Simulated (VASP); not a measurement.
Hg, 1 atom in the cell. Symmetry: I4/mmm, No. 139, tetragonal system. The conventional cell has a = 3.753 Å, b = 3.753 Å, c = 3.834 Å, α = 90.00°, β = 90.00°, γ = 90.00°. Around Hg (site symmetry 4/mmm) lie 12 Hg at 3.27 to 3.75 Å. 

- Program: VASP 6.6.1
- Task: single point
- Functional: PBEsol
- Potentials or basis: VASP PAW PBE potentials, release 64 (Hg)
- Cutoff: 500 eV
- k mesh: 10 × 10 × 10
- Occupations: gaussian, width 0.1 eV
- Spin: no spin polarisation
- Further INCAR settings: ALGO = Normal; EDIFF = 1.00e-07

Potentials or basis: VASP PAW PBE potentials, release 64 (Hg).

Launch:

```console
$ python run.py
```

Hardware: 1 thread of Intel(R) Xeon(R) Platinum 8375C CPU @ 2.90GHz (Ice Lake), with other jobs on the host.

Problem. Estimate the wall time of this run.

Solution. It took 16 s on 1 thread of Intel(R) Xeon(R) Platinum 8375C CPU @ 2.90GHz (Ice Lake), with other jobs on the host, peak memory 0.15 GiB. Counts: scf iterations 11, k points 102.
